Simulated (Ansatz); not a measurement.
The system is I.

```
CELL_PARAMETERS angstrom
2.53835 -3.70662 0.00000
2.53835 3.70662 0.00000
-1.62087 0.00000 2.38110
ATOMIC_POSITIONS crystal
I 0.50000 0.50000 0.50000
```

Base run:

```yaml
Program: Ansatz 0.2.0
Functional: PBEsol
Potentials_or_basis: Ansatz PAW
Cutoff: "420 eV (not typed: the program's choice for these potentials)"
k_mesh: 7 × 7 × 11
Occupations: fermi-dirac, width 0.05 eV
Spin: spin-orbit coupling, no magnetisation
```

Its results: band gap on the k mesh none (metal or under the smearing width); pressure 0.2 GPa.

Problem. The run is repeated on the same cell with these changes: spin from spin-orbit coupling, no magnetisation to no spin polarisation; potential files from those of the base run to others of the same set. What comes out?

Solution. Band gap on the k mesh none (metal or under the smearing width); pressure -0.4 GPa.

Caveats: the PAW data sets come from PBE, with cores solved anew for the run's functional, which leaves a small shift of forces and pressure; spin-orbit coupling is left out, which moves the levels of the heavy elements (some runs); an odd number of electrons without spin polarisation forces a metal (some runs); a magnetic or distorted state may lie lower (some runs).
